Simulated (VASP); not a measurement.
# TlBr: single point with PBE

TlBr:

```xyz
2
Lattice="4.0521 0.0000 0.0000 0.0000 4.0521 0.0000 0.0000 0.0000 4.0521" Properties=species:S:1:pos:R:3 pbc="T T T"
Tl    0.0000    0.0000    0.0000
Br    2.0261    2.0261    2.0261
```

The cell was built by a generator and needn't be a form met in nature.

```yaml
Program: VASP 6.6.1
Task: single point
Functional: PBE
Potentials_or_basis: VASP PAW PBE potentials, release 64 (Tl_d, Br)
Cutoff: 520 eV
k_mesh: 8 × 8 × 8
Occupations: fermi-dirac, width 0.02 eV
Spin: no spin polarisation
Dipole_correction: no
Further_INCAR_settings: ALGO = Normal; EDIFF = 1e-07; NBANDS = 17
```

```
Pressure               : 0.0 GPa
Band gap on the k mesh : 2.00 eV, direct
```

Levels at points of the mesh, in eV from the valence-band top:
```csv
k point,band 6,band 7,band 8,band 9,band 10,band 11,band 12,band 13,band 14,band 15
"(0.00, 0.00, 0.00)",-9.85,-4.52,-1.07,-1.07,-1.07,7.05,7.05,7.05,7.16,7.16
"(0.50, 0.00, 0.00)",-9.85,-5.22,-0.63,-0.63,0.00,2.00,5.78,5.78,8.20,10.37
"(0.50, 0.50, 0.00)",-9.81,-3.65,-2.56,-2.56,-0.54,4.82,4.82,7.23,7.73,10.17
"(0.50, 0.50, 0.50)",-9.81,-2.77,-1.66,-1.66,-1.66,2.36,2.36,2.36,12.52,12.52
```

Run time: 25 s on 1 thread of Intel(R) Xeon(R) Platinum 8259CL CPU @ 2.50GHz (Skylake/Cascade Lake), with other jobs on the host, peak memory 0.19 GiB.

Caveat: spin-orbit coupling is left out, which as a rule narrows the gap of such compounds by several tenths of an eV. A k mesh can miss the band edges.
